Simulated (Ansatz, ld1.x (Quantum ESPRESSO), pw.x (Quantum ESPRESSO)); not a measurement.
# Equation-of-state test of one TM potential (arsenic (As))

ld1.x (Quantum ESPRESSO) 7.5 input, shortened:

```
&input
   title='As', zed=33., rel=1, dft='PBE', iswitch=3,
   config='[Ar] 3d10 4s2 4p3'
 /
 &inputp
   pseudotype=2, tm=.true., lloc=0,
   nlcc=.false.
 /
2
4P  2  1   3.00   0.00  2.20  2.20  0.0
4S  1  0   2.00   0.00  1.60  1.60  0.0
 &test
   configts(1)='4s2 4p3'
 /
```

Atomic tests: cutoffs needed: 35 Ry and 50 Ry (the cutoffs (Ry, on a coarse ladder) from which the occupation-weighted sum of valence levels, in a spherical-Bessel basis at the reference potential, stays within 10 and 1 mRy of its value at 400 Ry); ghost test: no extra level below or beside the all-electron valence levels (p, s, d, f tested) (spherical-Bessel basis up to 400 Ry, 20 bohr box); largest excitation error: -50 meV (all-electron minus pseudo) for 4s2 4p0, out of 7 test configurations.

Crystal test: diamond As in pw.x 7.5, no spin, 8³ k-points, Fermi–Dirac smearing 0.01 Ry, cutoffs 60/240 Ry. The lattice is a test structure that the element need not adopt, and mesh and smearing are coarse.

pw.x input:

```
&control
  calculation='scf', prefix='x', pseudo_dir='./', outdir='./tmp', tstress=.true., disk_io='low'
/
&system
  ibrav=0, nat=2, ntyp=1, ecutwfc=60, ecutrho=240, nbnd=12,
  occupations='smearing', smearing='fd', degauss=0.01
/
&electrons
  conv_thr=1e-09, mixing_beta=0.4, electron_maxstep=70
/
ATOMIC_SPECIES
As 1.0 As.UPF
CELL_PARAMETERS angstrom
  0.00000000 3.05965764 3.05965764
  3.05965764 0.00000000 3.05965764
  3.05965764 3.05965764 0.00000000
ATOMIC_POSITIONS crystal
As 0.0000 0.0000 0.0000
As 0.2500 0.2500 0.2500
K_POINTS automatic
8 8 8 0 0 0
```

```bash
pw.x < As.scf.in > As.scf.out
```

Problem. How does the run end?

Solution. It converges; the pressure is -2.91 GPa against 0.02 GPa from all-electron LAPW. This is a poor potential for the solid. The log shows:

```
     number of electrons       =        10.00
     number of Kohn-Sham states=           12
     kinetic-energy cutoff     =      60.0000  Ry
     charge density cutoff     =     240.0000  Ry
     scf convergence threshold =      1.0E-09
     Exchange-correlation= PBE
     number of k points=    29  Fermi-Dirac smearing, width (Ry)=  0.0100
     iteration #  1     ecut=    60.00 Ry     beta= 0.40
     total energy              =     -25.25725083 Ry
     estimated scf accuracy    <       0.01284733 Ry
     iteration #  2     ecut=    60.00 Ry     beta= 0.40
     total energy              =     -25.25657969 Ry
     estimated scf accuracy    <       0.00391848 Ry
     iteration #  3     ecut=    60.00 Ry     beta= 0.40
     total energy              =     -25.25672899 Ry
     estimated scf accuracy    <       0.00004926 Ry
     iteration #  4     ecut=    60.00 Ry     beta= 0.40
     c_bands:  1 eigenvalues not converged
     c_bands:  1 eigenvalues not converged
     total energy              =     -25.25675628 Ry
     estimated scf accuracy    <       0.00000089 Ry
     iteration #  5     ecut=    60.00 Ry     beta= 0.40
     total energy              =     -25.25675706 Ry
     estimated scf accuracy    <       0.00000018 Ry
     iteration #  6     ecut=    60.00 Ry     beta= 0.40
     total energy              =     -25.25675708 Ry
     estimated scf accuracy    <       0.00000002 Ry
     iteration #  7     ecut=    60.00 Ry     beta= 0.40
     the Fermi energy is     4.4726 ev
!    total energy              =     -25.25675709 Ry
     estimated scf accuracy    <          9.2E-11 Ry
     smearing contrib. (-TS)   =      -0.00632069 Ry
     The total energy is F=E-TS. E is the sum of the following terms:
     one-electron contribution =       1.45880121 Ry
     hartree contribution      =       2.73919394 Ry
     xc contribution           =      -6.15684878 Ry
     ewald contribution        =     -23.29158276 Ry
     convergence has been achieved in   7 iterations
          total   stress  (Ry/bohr**3)                   (kbar)     P=      -29.05
```
